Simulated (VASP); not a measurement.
# Te2Pt in VASP: a series of runs, part 2 of 3

VASP 6.6.1.

### 3 Relaxation of cell and atoms, PBE

This run uses another cell than the first one, of 95.63 Å³/atom, 1.020 times its volume.

File INCAR:

```
SYSTEM = Te2Pt
ALGO = Normal ; EDIFF = 1E-6
EDIFFG = -0.01 ; ENCUT = 600
GGA = PE ; IBRION = 2
ISIF = 3 ; ISMEAR = 0
LASPH = .True. ; LATTICE_CONSTRAINTS = .TRUE. .TRUE. .FALSE.
LCHARG = .False. ; LREAL = .False.
LWAVE = .False. ; NELM = 80
NSW = 90 ; PREC = Accurate
SIGMA = 0.03
```

File KPOINTS:

```
k-points
0
Gamma
  9 9 1
  0 0 0
```

File POSCAR:

```
Te2Pt
1.0
    4.0100000000      0.0000000000      0.0000000000
   -2.0050000000      3.4727618700      0.0000000000
    0.0000000000      0.0000000000     20.6005000000
Te Pt
2 1
Direct
    0.6666666700      0.3333333300      0.4368826000
    0.3333333300      0.6666666700      0.5631174000
    0.0000000000      0.0000000000      0.5000000000
```

Potentials or basis: VASP PAW PBE potentials, release 64 (Te, Pt).

On the command line:

```bash
$ cat potpaw_PBE.64/Te/POTCAR potpaw_PBE.64/Pt/POTCAR > POTCAR
$ mpirun -np 1 vasp_std > vasp.out
```

OUTCAR:

```text
SYSTEM = Te2Pt
   EDIFF = 1E-6
   EDIFFG = -0.01
   ENCUT = 600
   GGA = PE
   IBRION = 2
   ISIF = 3
   ISMEAR = 0
   LASPH = .True.
   LREAL = .False.
   NELM = 80
   NSW = 90
   PREC = Accurate

 ion  position               nearest neighbor table
   1  0.667  0.333  0.437-   3 2.66   3 2.66   3 2.66   2 3.48   2 3.48   2 3.48
   2  0.333  0.667  0.563-   3 2.66   3 2.66   3 2.66   1 3.48   1 3.48   1 3.48
   3  0.000  0.000  0.500-   1 2.66   2 2.66   1 2.66   2 2.66   1 2.66   2 2.66

  LATTYP: Found a hexagonal cell.
 ALAT       =     4.0100000000
 C/A-ratio  =     5.1372817955

  Lattice vectors:

[... 177 lines left out ...]
  Total        2.5528765      2.5528765      2.8530070     -0.0000000     -0.0000000     -0.0000000
  in kB       14.2574955     14.2574955     15.9336868     -0.0000000     -0.0000000     -0.0000000
  external PRESSURE =      14.8162260 kB  Pullay stress =       0.0000000 kB
[... 135 lines left out ...]
--------------------------------------- Ionic step        5  -------------------------------------------

 number of electron      22.0000000 magnetization

 Free energy of the ion-electron system (eV)
  ---------------------------------------------------
  ext. energy  EPLUGINS =         0.00000000
  ---------------------------------------------------
  free energy    TOTEN  =       -13.48717191 eV

  energy without entropy =      -13.48717191  energy(sigma->0) =      -13.48717191

 E-fermi :  -1.3208     XC(G=0):  -3.4111

 val. band max:       -1.4690728273   @ k =   0.0000   0.0000   0.0000
 cond. band min:      -0.7288111457   @ k =   0.2222  -0.0000   0.0000
 fundamental gap:      0.7402616816
 Fermi energy:        -1.3208278713

 k-point     1 :       0.0000    0.0000    0.0000
  band No.  band energies     occupation
      1     -14.2659      2.00000
      2     -12.3030      2.00000
      3      -6.5014      2.00000
      4      -6.4988      2.00000
      5      -6.4988      2.00000
      6      -4.7596      2.00000
      7      -4.7596      2.00000
      8      -3.3609      2.00000
      9      -2.1260      2.00000
     10      -1.4691      2.00000
     11      -1.4691      2.00000
     12       0.8637      0.00000
     13       0.8637      0.00000
     14       2.3158      0.00000
[... 227 lines left out ...]
  FREE ENERGIE OF THE ION-ELECTRON SYSTEM (eV)
  ---------------------------------------------------
  free  energy   TOTEN  =       -13.4871719133 eV

  energy  without entropy=      -13.4871719133  energy(sigma->0) =      -13.48717191

 reached required accuracy - stopping structural energy minimisation
```

Wall time 3.9 min (1 thread of Intel Xeon 6975P-C (Granite Rapids), shared host); peak memory 0.48 GiB.

Results:

```yaml
Free_energy: -13.4872 eV
Relaxed_volume: 95.99 Å³/atom
Relaxed_cell: a = 4.018 Å, b = 4.018 Å, c = 20.601 Å, α = 90.00°, β = 90.00°, γ = 120.00°
Space_group_after_relaxing_to_0.05_Å: P-3m1 (No. 164)
Energy_gained_by_relaxing: 33.8 meV/atom
Ionic_steps: 5
Band_gap_on_the_k_mesh: 0.74 eV, indirect (least direct gap 1.05 eV)
```

Forces in eV/Å, atoms in the order of the input:
```
Te   0.000  0.000  0.003
Te   0.000  0.000 -0.003
Pt   0.000  0.000  0.000
```

Step by step:
| step | energy change (eV) | largest force (eV/Å) | pressure (GPa) | volume (Å³) |
| --- | --- | --- | --- | --- |
| 1 | 0.0000 | 1.0993 | 1.48 | 286.88 |
| 2 | 0.0164 | 0.3681 | -1.34 | 310.92 |
| 3 | -0.0712 | 0.3399 | -0.01 | 297.79 |
| 4 | -0.0854 | 0.2482 | -0.01 | 295.16 |
| 5 | -0.1015 | 0.0029 | 0.01 | 287.97 |

Final structure:
```xyz
3
Lattice="4.0177 0.0000 0.0000 -2.0088 3.4794 0.0000 0.0000 0.0000 20.6005" Properties=species:S:1:pos:R:3 pbc="T T T"
Te    2.0088    1.1598    8.9088
Te    0.0000    2.3196   11.6917
Pt    0.0000    0.0000   10.3003
```

Levels at points of the mesh, in eV from the valence-band top:
```tsv
k point	band 8	band 9	band 10	band 11	band 12	band 13	band 14	band 15
(0.00, 0.00, 0.00)	-1.89	-0.66	0.00	0.00	2.33	2.33	3.78	4.06
```

Caveat: spin-orbit coupling is left out, which moves the levels of the heavy elements. PBE usually gives volumes a little too large and moduli too small.

### 4 Relaxation of cell and atoms, PBE

This run uses another cell than the first one, of 95.99 Å³/atom, 1.024 times its volume.

INCAR, as its differences from that of step 3:

```diff
@@ -1,4 +1,4 @@
 SYSTEM = Te2Pt
-ALGO = Normal ; EDIFF = 1E-6
-EDIFFG = -0.01 ; ENCUT = 600
+ALGO = Normal ; EDIFF = 1E-7
+EDIFFG = -0.005 ; ENCUT = 600
 GGA = PE ; IBRION = 2
```

KPOINTS is that of step 3.

File POSCAR:

```
Te2Pt                                   
1.0
    4.0176568019      0.0000000000      0.0000000000
   -2.0088284009      3.4793928549      0.0000000000
    0.0000000000      0.0000000000     20.6005000000
  Te              Pt            
     2     1
Direct
     0.6666666699999979    0.3333333300000021    0.4324539330442947
     0.3333333300000021    0.6666666699999979    0.5675460669557053
     0.0000000000000000    0.0000000000000000    0.5000000000000000
```

Potentials or basis: VASP PAW PBE potentials, release 64 (Te, Pt).

On the command line:

```bash
$ cat potpaw_PBE.64/Te/POTCAR potpaw_PBE.64/Pt/POTCAR > POTCAR
$ mpirun -np 1 vasp_std > vasp.out
```

OUTCAR:

```text
SYSTEM = Te2Pt
   EDIFF = 1E-7
   EDIFFG = -0.005
   ENCUT = 600
   GGA = PE
   IBRION = 2
   ISIF = 3
   ISMEAR = 0
   LASPH = .True.
   LREAL = .False.
   NELM = 80
   NSW = 90
   PREC = Accurate

 ion  position               nearest neighbor table
   1  0.667  0.333  0.432-   3 2.70   3 2.70   3 2.70   2 3.62   2 3.62   2 3.62
   2  0.333  0.667  0.568-   3 2.70   3 2.70   3 2.70   1 3.62   1 3.62   1 3.62
   3  0.000  0.000  0.500-   1 2.70   2 2.70   1 2.70   2 2.70   1 2.70   2 2.70

  LATTYP: Found a hexagonal cell.
 ALAT       =     4.0176568019
 C/A-ratio  =     5.1274912258

  Lattice vectors:

 A1 = (   4.0176568019,   0.0000000000,   0.0000000000)
 A2 = (  -2.0088284009,   3.4793928549,   0.0000000000)
 A3 = (   0.0000000000,   0.0000000000,  20.6005000000)

Analysis of symmetry for initial positions (statically):
=====================================================================
 Subroutine PRICEL returns:
 Original cell was already a primitive cell.

 Routine SETGRP: Setting up the symmetry group for a
 hexagonal supercell.

 Subroutine GETGRP returns: Found 12 space group operations
 (whereof 12 operations were pure point group operations)
 out of a pool of 24 trial point group operations.

The static configuration has the point symmetry D_3d.

Analysis of symmetry for dynamics (positions and initial velocities):
=====================================================================
 Subroutine PRICEL returns:
 Original cell was already a primitive cell.

 Routine SETGRP: Setting up the symmetry group for a
 hexagonal supercell.

 Subroutine GETGRP returns: Found 12 space group operations
 (whereof 12 operations were pure point group operations)
 out of a pool of 24 trial point group operations.

The dynamic configuration has the point symmetry D_3d.

 Subroutine INISYM returns: Found 12 space group operations
 (whereof 12 operations are pure point group operations),
 and found     1 'primitive' translations

[... 100 lines left out ...]
   IALGO  =     38    algorithm
   IMIX   =      4    mixing-type and parameters
     AMIX     =   0.40;   BMIX     =  1.00
     AMIX_MAG =   1.60;   BMIX_MAG =  1.00
  volume/ion in A,a.u.               =      95.99       647.78
  Fermi-wavevector in a.u.,A,eV,Ry     =   0.694647  1.312693  6.565286  0.482535
  Thomas-Fermi vector in A             =   1.777199
   LORBIT       =      0    0 simple, 1 ext, 2 COOP (PROOUT), +10 PAW based schemes
   GGA     = PE    functional components
   LHFCALC =     F    Hartree Fock is set to
   AEXX    =    0.0000 exact exchange contribution
   IVDW    =     0    specifies the selected vdW correction
   LEPSILON=     F    determine dielectric tensor
   LRPA    =     F    only Hartree local field effects (RPA)
 conjugate gradient relaxation of ions
 non-spin polarized calculation
 Gauss-broadening in eV      SIGMA  =   0.03
  energy-cutoff  :      600.00
  volume of cell :      287.97
 maximum number of plane-waves:      9646
   NGX = 17   NGY = 17   NGZ = 83

--------------------------------------- Ionic step        1  -------------------------------------------

 number of electron      22.0000000 magnetization

 Free energy of the ion-electron system (eV)
  ---------------------------------------------------
  ext. energy  EPLUGINS =         0.00000000
  ---------------------------------------------------
  free energy    TOTEN  =       -13.48720665 eV

  energy without entropy =      -13.48720665  energy(sigma->0) =      -13.48720665

------------------------ aborting loop because EDIFF is reached ----------------------------------------

  FORCE on cell =-STRESS in cart. coord.  units (eV):
  Direction    XX          YY          ZZ          XY          YZ          ZX
  --------------------------------------------------------------------------------------
  -------------------------------------------------------------------------------------
  Total        0.0254667      0.0254667     -0.0148416      0.0000000      0.0000000      0.0000000
  in kB        0.1416865      0.1416865     -0.0825731      0.0000000      0.0000000      0.0000000
  external PRESSURE =       0.0669333 kB  Pullay stress =       0.0000000 kB
[... 283 lines left out ...]
--------------------------------------- Ionic step        9  -------------------------------------------

 number of electron      22.0000000 magnetization

 Free energy of the ion-electron system (eV)
  ---------------------------------------------------
  ext. energy  EPLUGINS =         0.00000000
  ---------------------------------------------------
  free energy    TOTEN  =       -13.48721929 eV

  energy without entropy =      -13.48721929  energy(sigma->0) =      -13.48721929

 E-fermi :  -1.3177     XC(G=0):  -3.3999

 val. band max:       -1.4724118335   @ k =   0.0000   0.0000   0.0000
 cond. band min:      -0.7291991289   @ k =   0.2222  -0.0000   0.0000
 fundamental gap:      0.7432127046
 Fermi energy:        -1.3176521205

 k-point     1 :       0.0000    0.0000    0.0000
  band No.  band energies     occupation
      1     -14.2640      2.00000
      2     -12.2967      2.00000
      3      -6.5002      2.00000
      4      -6.5002      2.00000
      5      -6.4956      2.00000
      6      -4.7582      2.00000
      7      -4.7582      2.00000
      8      -3.3559      2.00000
      9      -2.1210      2.00000
     10      -1.4724      2.00000
     11      -1.4724      2.00000
     12       0.8615      0.00000
     13       0.8615      0.00000
     14       2.3271      0.00000
[... 227 lines left out ...]
  FREE ENERGIE OF THE ION-ELECTRON SYSTEM (eV)
  ---------------------------------------------------
  free  energy   TOTEN  =       -13.4872192900 eV

  energy  without entropy=      -13.4872192900  energy(sigma->0) =      -13.48721929

 reached required accuracy - stopping structural energy minimisation
```

CONTCAR:

```text
Te2Pt
   1.00000000000000
     4.0198484859384545    0.0000000000000316    0.0000000000000000
    -2.0099242429191722    3.4812909089556099    0.0000000000000000
     0.0000000000000000    0.0000000000000000   20.6005000000000003
  Te              Pt
     2     1
Direct
     0.6666666699999979    0.3333333300000021    0.4325341083845586
     0.3333333300000021    0.6666666699999979    0.5674658916154414
     0.0000000000000000    1.0000000000000000    0.5000000000000000

  0.00000000E+00  0.00000000E+00  0.00000000E+00
  0.00000000E+00  0.00000000E+00  0.00000000E+00
  0.00000000E+00  0.00000000E+00  0.00000000E+00
```

Run time: 4.1 min. Hardware: 1 thread of Intel Xeon 6975P-C (Granite Rapids), shared host; peak memory 0.48 GiB.

Results:

```yaml
Free_energy: -13.4872 eV
Relaxed_volume: 96.10 Å³/atom
Relaxed_cell: a = 4.020 Å, b = 4.020 Å, c = 20.601 Å, α = 90.00°, β = 90.00°, γ = 120.00°
Space_group_after_relaxing_to_0.05_Å: P-3m1 (No. 164)
Energy_gained_by_relaxing: 0.0 meV/atom
Ionic_steps: 9
Band_gap_on_the_k_mesh: 0.74 eV, indirect (least direct gap 1.04 eV)
```

Forces on the atoms (eV/Å):
```
Te   0.000  0.000 -0.003
Te   0.000  0.000  0.003
Pt   0.000  0.000  0.000
```

Final structure:
```
CELL_PARAMETERS angstrom
4.01985 0.00000 0.00000
-2.00992 3.48129 0.00000
0.00000 0.00000 20.60050
ATOMIC_POSITIONS crystal
Te 0.66667 0.33333 0.43253
Te 0.33333 0.66667 0.56747
Pt 0.00000 0.00000 0.50000
```

Levels at points of the mesh, in eV from the valence-band top:
```
           k point  band 9  band 10  band 11  band 12  band 13  band 14
(0.00, 0.00, 0.00)   -0.65     0.00     0.00     2.33     2.33     3.80
```

Caveat: spin-orbit coupling is left out, which moves the levels of the heavy elements. PBE gaps usually lie below the measured ones, often by a third to a half.

### 5 Relaxation of cell and atoms, PBE+D3(BJ)

This run uses another cell than the first one, of 95.63 Å³/atom, 1.020 times its volume.

File INCAR:

```
SYSTEM = Te2Pt
ALGO = Normal ; EDIFF = 1E-6
EDIFFG = -0.01 ; ENCUT = 600
GGA = PE ; IBRION = 2
ISIF = 3 ; ISMEAR = 0
IVDW = 12 ; KPAR = 2
LASPH = .True. ; LATTICE_CONSTRAINTS = .TRUE. .TRUE. .FALSE.
LCHARG = .False. ; LREAL = .False.
LWAVE = .False. ; NELM = 80
NSW = 90 ; PREC = Accurate
SIGMA = 0.03
```

KPOINTS is that of step 4.

File POSCAR:

```
Te2Pt
1.0
    4.0100000000      0.0000000000      0.0000000000
   -2.0050000000      3.4727618700      0.0000000000
    0.0000000000      0.0000000000     20.6005000000
Te Pt
2 1
Direct
    0.6666666700      0.3333333300      0.4368826000
    0.3333333300      0.6666666700      0.5631174000
    0.0000000000      0.0000000000      0.5000000000
```

Potentials or basis: VASP PAW PBE potentials, release 64 (Te, Pt).

On the command line:

```bash
$ cat potpaw_PBE.64/Te/POTCAR potpaw_PBE.64/Pt/POTCAR > POTCAR
$ mpirun -np 2 vasp_std > vasp.out
```

OUTCAR:

```text
SYSTEM = Te2Pt
   EDIFF = 1E-6
   EDIFFG = -0.01
   ENCUT = 600
   GGA = PE
   IBRION = 2
   ISIF = 3
   ISMEAR = 0
   IVDW = 12
   LASPH = .True.
   LREAL = .False.
   NELM = 80
   NSW = 90
   PREC = Accurate
 IVDW          = 12

 ion  position               nearest neighbor table
   1  0.667  0.333  0.437-   3 2.66   3 2.66   3 2.66   2 3.48   2 3.48   2 3.48
   2  0.333  0.667  0.563-   3 2.66   3 2.66   3 2.66   1 3.48   1 3.48   1 3.48
   3  0.000  0.000  0.500-   1 2.66   2 2.66   1 2.66   2 2.66   1 2.66   2 2.66

  LATTYP: Found a hexagonal cell.
 ALAT       =     4.0100000000
 C/A-ratio  =     5.1372817955

  Lattice vectors:

 A1 = (   4.0100000000,   0.0000000000,   0.0000000000)
 A2 = (  -2.0050000000,   3.4727618700,   0.0000000000)
 A3 = (   0.0000000000,   0.0000000000,  20.6005000000)

[... 166 lines left out ...]

------------------------ aborting loop because EDIFF is reached ----------------------------------------

 Edisp (eV)   -1.03590

 E8    (eV) :    -0.5056
[... 278 lines left out ...]
--------------------------------------- Ionic step        8  -------------------------------------------

 number of electron      21.9999999 magnetization

 Free energy of the ion-electron system (eV)
  ---------------------------------------------------
  ext. energy  EPLUGINS =         0.00000000
  ---------------------------------------------------
  free energy    TOTEN  =       -13.47574646 eV

  energy without entropy =      -13.47574646  energy(sigma->0) =      -13.47574646

 E-fermi :  -1.1190     XC(G=0):  -3.4430

 val. band max:       -1.2863492023   @ k =   0.0000   0.0000   0.0000
 cond. band min:      -0.6160862226   @ k =   0.2222   0.2222   0.0000
 fundamental gap:      0.6702629797
 Fermi energy:        -1.1190225254

 k-point     1 :       0.0000    0.0000    0.0000
  band No.  band energies     occupation
      1     -14.2629      2.00000
      2     -12.2999      2.00000
      3      -6.5360      2.00000
      4      -6.4464      2.00000
      5      -6.4464      2.00000
      6      -4.7279      2.00000
      7      -4.7279      2.00000
      8      -3.3319      2.00000
      9      -2.0945      2.00000
     10      -1.2863      2.00000
     11      -1.2863      2.00000
     12       1.0659      0.00000
     13       1.0659      0.00000
     14       2.4544      0.00000
[... 231 lines left out ...]
  FREE ENERGIE OF THE ION-ELECTRON SYSTEM (eV)
  ---------------------------------------------------
  free  energy   TOTEN  =       -14.5152137279 eV

  energy  without entropy=      -14.5152137279  energy(sigma->0) =      -14.51521373

 reached required accuracy - stopping structural energy minimisation
```

OSZICAR:

```text
N       E                     dE             d eps       ncg     rms          rms(c)
DAV:   1     0.162607658407E+03    0.16261E+03   -0.76699E+03   360   0.118E+03
DAV:   2     0.127846000073E+01   -0.16133E+03   -0.15450E+03   565   0.185E+02
DAV:   3    -0.135960021082E+02   -0.14874E+02   -0.14806E+02   444   0.665E+01
[... 88 lines left out ...]
DAV:   1    -0.134758420945E+02    0.95327E-03   -0.39729E-03   360   0.493E-01    0.762E-02
DAV:   2    -0.134757688712E+02    0.73223E-04   -0.56848E-04   402   0.236E-01    0.366E-02
DAV:   3    -0.134757490510E+02    0.19820E-04   -0.66305E-05   402   0.846E-02    0.222E-02
DAV:   4    -0.134757465770E+02    0.24740E-05   -0.99982E-06   472   0.181E-02    0.100E-02
DAV:   5    -0.134757464586E+02    0.11837E-06   -0.51123E-06   402   0.183E-02
   8 F= -.14515214E+02 E0= -.14515214E+02  d E =-.159709E-04
```

It took 2.6 min on 2 MPI ranks of Intel Xeon 6975P-C (Granite Rapids), shared host; peak memory 0.49 GiB.

Results:

- Free energy: -14.5152 eV
- Relaxed volume: 93.77 Å³/atom
- Relaxed cell: a = 3.971 Å, b = 3.971 Å, c = 20.601 Å, α = 90.00°, β = 90.00°, γ = 120.00°
- Space group after relaxing (to 0.05 Å): P-3m1 (No. 164)
- Energy gained by relaxing: 31.2 meV/atom
- Ionic steps: 8
- Band gap on the k mesh: 0.67 eV, indirect (least direct gap 1.16 eV)
- Dispersion energy per atom: -0.346 eV

The path:
| step | energy change (eV) | largest force (eV/Å) | pressure (GPa) | volume (Å³) |
| --- | --- | --- | --- | --- |
| 1 | 0.0000 | 1.0220 | 1.04 | 286.88 |
| 2 | -0.0122 | 0.0975 | -0.97 | 300.62 |
| 3 | -0.0436 | 0.3885 | -0.11 | 294.11 |
| 4 | -0.0711 | 0.2627 | -0.08 | 289.81 |
| 5 | -0.0936 | 0.0042 | 0.02 | 280.94 |
| 6 | -0.0936 | 0.0117 | 0.02 | 281.20 |
| 7 | -0.0936 | 0.0191 | -0.04 | 281.57 |
| 8 | -0.0936 | 0.0015 | 0.00 | 281.32 |

Final structure:
```yaml
crystal:
  lattice:
    - [3.97097, 0.00000, 0.00000]
    - [-1.98549, 3.43896, 0.00000]
    - [0.00000, 0.00000, 20.60050]
  atoms:
    - { symbol: Te, position: [0.66667, 0.33333, 0.43168] }
    - { symbol: Te, position: [0.33333, 0.66667, 0.56832] }
    - { symbol: Pt, position: [0.00000, 0.00000, 0.50000] }
```

Levels at points of the mesh, in eV from the valence-band top:
```
           k point  band 8  band 9  band 10  band 11  band 12  band 13  band 14  band 15
(0.00, 0.00, 0.00)   -2.05   -0.81     0.00     0.00     2.35     2.35     3.74     4.02
```

Caveat: spin-orbit coupling is left out, which moves the levels of the heavy elements.

(Part 2 of 3 ends here.)
